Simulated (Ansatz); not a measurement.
**TiAl$_{3}$: pressure against volume**

TiAl$_{3}$, Pm-3m, a = 3.956 Å. This isn't the usual stable structure of the compound. Ansatz: r2SCAN, PAW, 500 eV, Γ-centred 10×10×10 mesh on 4 atoms, Gaussian smearing 0.10 eV; no spin polarisation. Symmetry fixes shape and atoms, so the cell is only scaled; pressure is positive in compression.

```
V (Å³/atom) P (GPa)
     13.617    19.02
     14.081    13.14
     14.545     8.09
     15.010     3.74
     15.474    -0.01
     15.938    -3.24
     16.402    -6.01
     17.021        ?
```

Task: Take V0 = 15.474 Å³/atom, count pressures from its P0 = -0.01 GPa, fit the third-order Birch–Murnaghan form to the other rows, and predict the missing pressure.

Result: With the Eulerian strain f = ½[(V0/V)^(2/3) − 1] and y = (P − P0)/[3f(1 + 2f)^(5/2)], the form is the line y = B0 + 1.5 B0 (B0′ − 4) f. Rows (f, y): 0.04448, 115.2; 0.03245, 115.4; 0.02107, 115.6; 0.01025, 115.9; -0.00975, 116.0; -0.01904, 115.7. Means f = 0.01324, y = 115.63; Σ(Δf)² = 0.002986, ΣΔfΔy = -0.02966; the slope is their ratio. y = 115.8 − 9.934 f GPa, so B0 = 115.8 GPa and B0′ = 4 + 2 × (-9.934)/(3 × 115.8) = 3.94. At V = 17.021, f = -0.03077, y = 116.11 and P = -9.15 GPa. The run gave -9.12 GPa, so the fit is 0.03 GPa too low, a small miss on the scale of the series. The form still works here, 22 % of the fitted range beyond its end.